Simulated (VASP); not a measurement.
# Zr (P6_3/mmc) in VASP: further runs, part 2 of 2

VASP 6.6.1. The steps go on from the part before.

### Step 3. Relaxation of cell and atoms, PBE+D3(BJ)

This run uses another cell than the first one, of 22.45 Å³/atom, 0.964 times its volume.

The input, INCAR:

```
PREC = Accurate
ENCUT = 600
EDIFF = 1E-7
ISMEAR = 1
SIGMA = 0.1
LREAL = False
LASPH = True
NELM = 80
ALGO = Normal
ISIF = 3
LWAVE = False
LCHARG = False
GGA = PE
IVDW = 12
IBRION = 2
NSW = 90
EDIFFG = -0.005
```

The input, KPOINTS:

```
regular mesh
0
Gamma
  15 15 7
```

The input, POSCAR:

```
Zr                                      
1.0
    3.1850359687      0.0000000000      0.0000000000
   -1.5925179844      2.7583220609      0.0000000000
    0.0000000000     -0.0000000000      5.1097541895
  Zr            
     2
Direct
     0.3333333332999970    0.6666666667000030    0.2500000000000000
     0.6666666667000030    0.3333333332999970    0.7500000000000000
```

Potentials or basis: VASP PAW PBE potentials, release 64 (Zr_sv).

On the command line:

```sh
> cat potpaw_PBE.64/Zr_sv/POTCAR > POTCAR
> mpirun -np 1 vasp_std > vasp.out
```

OUTCAR:

```text
PREC = Accurate
   ENCUT = 600
   EDIFF = 1E-7
   ISMEAR = 1
   LREAL = False
   LASPH = True
   NELM = 80
   ISIF = 3
   GGA = PE
   IVDW = 12
   IBRION = 2
   NSW = 90
   EDIFFG = -0.005
 IVDW          = 12

 ion  position               nearest neighbor table
   1  0.333  0.667  0.250-   2 3.15   2 3.15   2 3.15   2 3.15   2 3.15   2 3.15
   2  0.667  0.333  0.750-   1 3.15   1 3.15   1 3.15   1 3.15   1 3.15   1 3.15

  LATTYP: Found a hexagonal cell.
 ALAT       =     3.1850359687
 C/A-ratio  =     1.6043003092

  Lattice vectors:

 A1 = (   3.1850359687,   0.0000000000,   0.0000000000)
 A2 = (  -1.5925179844,   2.7583220609,   0.0000000000)
 A3 = (   0.0000000000,   0.0000000000,   5.1097541895)

Analysis of symmetry for initial positions (statically):
=====================================================================
 Subroutine PRICEL returns:
 Original cell was already a primitive cell.

 Routine SETGRP: Setting up the symmetry group for a
 hexagonal supercell.

 Subroutine GETGRP returns: Found 24 space group operations
 (whereof 12 operations were pure point group operations)
 out of a pool of 24 trial point group operations.

The static configuration has the point symmetry D_3d.
 The point group associated with its full space group is D_6h.

Analysis of symmetry for dynamics (positions and initial velocities):
[... 153 lines left out ...]

 number of electron      24.0000000 magnetization

 Free energy of the ion-electron system (eV)
  ---------------------------------------------------
  ext. energy  EPLUGINS =         0.00000000
  ---------------------------------------------------
  free energy    TOTEN  =       -17.01853986 eV

  energy without entropy =      -17.01933206  energy(sigma->0) =      -17.01880392

------------------------ aborting loop because EDIFF is reached ----------------------------------------

 Edisp (eV)   -1.09767

 E8    (eV) :    -0.5638
[... 71 lines left out ...]
--------------------------------------- Ionic step        3  -------------------------------------------

 number of electron      24.0000000 magnetization

 Free energy of the ion-electron system (eV)
  ---------------------------------------------------
  ext. energy  EPLUGINS =         0.00000000
  ---------------------------------------------------
  free energy    TOTEN  =       -17.01893074 eV

  energy without entropy =      -17.01971830  energy(sigma->0) =      -17.01919326

 E-fermi :   9.4167     XC(G=0): -11.2478

 val. band max:        9.4158842025   @ k =   0.2667   0.2667   0.2857
 cond. band min:       9.4173234713   @ k =   0.3333   0.3333   0.4286
 fundamental gap:      0.0014392688
 Fermi energy:         9.4166557347

 k-point     1 :       0.0000    0.0000    0.0000
  band No.  band energies     occupation
      1     -39.3661      2.00000
      2     -39.1915      2.00000
      3     -17.9484      2.00000
      4     -16.9748      2.00000
      5     -16.9748      2.00000
      6     -16.8353      2.00000
[... 433 lines left out ...]
      3     -17.6886      2.00000
      4     -17.5058      2.00000
      5     -17.3890      2.00000
      6     -17.3589      2.00000
[... 8 lines left out ...]
     15      11.0597     -0.00000
     16      13.7579      0.00000

 [... further k-points ...]

------------------------ aborting loop because EDIFF is reached ----------------------------------------

 Edisp (eV)   -1.09728

 E8    (eV) :    -0.5636
[... 25 lines left out ...]
  FREE ENERGIE OF THE ION-ELECTRON SYSTEM (eV)
  ---------------------------------------------------
  free  energy   TOTEN  =       -18.1162148892 eV

  energy  without entropy=      -18.1170024551  energy(sigma->0) =      -18.11647741

 reached required accuracy - stopping structural energy minimisation
```

OSZICAR:

```text
N       E                     dE             d eps       ncg     rms          rms(c)
DAV:   1     0.240803990982E+03    0.24080E+03   -0.14658E+04  3456   0.166E+03
DAV:   2    -0.206698347987E+01   -0.24287E+03   -0.24054E+03  4352   0.440E+02
DAV:   3    -0.173356596746E+02   -0.15269E+02   -0.15119E+02  6480   0.846E+01
[... 23 lines left out ...]
DAV:   3    -0.170189250533E+02    0.10597E-04   -0.58796E-05  5048   0.589E-02    0.135E-02
DAV:   4    -0.170189276819E+02   -0.26286E-05   -0.50005E-06  4336   0.118E-02    0.556E-03
DAV:   5    -0.170189303758E+02   -0.26938E-05   -0.36049E-06  5256   0.111E-02    0.234E-03
DAV:   6    -0.170189306505E+02   -0.27475E-06   -0.13414E-07  2672   0.313E-03    0.708E-04
DAV:   7    -0.170189307363E+02   -0.85769E-07   -0.12291E-08  1928   0.134E-03
   3 F= -.18116215E+02 E0= -.18116477E+02  d E =-.148979E-05
```

Wall time 2.3 min (1 thread of Intel Xeon Platinum 8488C (Sapphire Rapids), shared host); peak memory 0.24 GiB.

What came out:

```
Free energy                            : -18.1162 eV
Relaxed volume                         : 22.45 Å³/atom
Relaxed cell                           : a = 3.185 Å, b = 3.185 Å, c = 5.110 Å, α = 90.00°, β = 90.00°, γ = 120.00°
Space group after relaxing (to 0.05 Å) : P6_3/mmc (No. 194)
Energy gained by relaxing              : 0.0 meV/atom
Ionic steps                            : 3
Pressure after relaxing                : 0.0 GPa
Band gap on the k mesh                 : none (metal or under the smearing width)
Dispersion energy per atom             : -0.549 eV
```

Final structure:
```yaml
crystal:
  lattice:
    - [3.18536, 0.00000, 0.00000]
    - [-1.59268, 2.75860, 0.00000]
    - [0.00000, 0.00000, 5.11045]
  atoms:
    - { symbol: Zr, position: [0.33333, 0.66667, 0.25000] }
    - { symbol: Zr, position: [0.66667, 0.33333, 0.75000] }
```

Levels at points of the mesh, in eV from the Fermi level:
| k point | band 9 | band 10 | band 11 | band 12 | band 13 | band 14 | band 15 | band 16 |
| --- | --- | --- | --- | --- | --- | --- | --- | --- |
| (0.00, 0.00, 0.00) | -5.73 | -3.15 | 0.87 | 0.87 | 0.95 | 1.24 | 1.58 | 1.58 |

Caveat: pairwise dispersion overbinds metals, which lowers pressure and volume.

### Step 4. Relaxation of cell and atoms, PBE

The input, INCAR:

```
PREC = Accurate
ENCUT = 300
EDIFF = 1E-6
ISMEAR = 1
SIGMA = 0.1
LREAL = False
LASPH = True
NELM = 80
ALGO = Normal
ISIF = 3
LWAVE = False
LCHARG = False
GGA = PE
IBRION = 2
NSW = 90
EDIFFG = -0.01
```

The input, KPOINTS:

```
regular mesh
0
Gamma
  8 8 4
```

The input, POSCAR:

```
Zr
1.0
    3.2320000000      0.0000000000      0.0000000000
   -1.6160000000      2.7989941050      0.0000000000
    0.0000000000      0.0000000000      5.1470000000
Zr
2
Direct
    0.3333333333      0.6666666667      0.2500000000
    0.6666666667      0.3333333333      0.7500000000
```

On the command line:

```sh
> cat potpaw_PBE.64/Zr_sv/POTCAR > POTCAR
> mpirun -np 1 vasp_std > vasp.out
```

It took 15 s on 1 thread of Intel Xeon Platinum 8559C (Emerald Rapids), shared host; peak memory 0.12 GiB.

It converged, with:

```
Free energy                            : -17.0342 eV
Relaxed volume                         : 23.32 Å³/atom
Relaxed cell                           : a = 3.234 Å, b = 3.234 Å, c = 5.151 Å, α = 90.00°, β = 90.00°, γ = 120.00°
Space group after relaxing (to 0.05 Å) : P6_3/mmc (No. 194)
Energy gained by relaxing              : 0.0 meV/atom
Ionic steps                            : 3
Pressure after relaxing                : 0.0 GPa
Band gap on the k mesh                 : none (metal or under the smearing width)
```

Final structure:
```
CELL_PARAMETERS angstrom
3.23365 0.00000 0.00000
-1.61682 2.80042 0.00000
0.00000 0.00000 5.15113
ATOMIC_POSITIONS crystal
Zr 0.33333 0.66667 0.25000
Zr 0.66667 0.33333 0.75000
```

Levels at points of the mesh, in eV from the Fermi level:
| k point | band 10 | band 11 | band 12 | band 13 | band 14 | band 15 |
| --- | --- | --- | --- | --- | --- | --- |
| (0.00, 0.00, 0.00) | -3.07 | 0.80 | 0.80 | 0.95 | 1.11 | 1.49 |
| (0.50, 0.00, 0.00) | -2.54 | -2.19 | -0.27 | 0.48 | 0.72 | 1.40 |
| (0.00, 0.00, 0.50) | -3.97 | -0.01 | -0.01 | 0.71 | 0.71 | 0.71 |
| (0.50, 0.00, 0.50) | -2.91 | -1.11 | -1.11 | 1.57 | 1.57 | 2.14 |
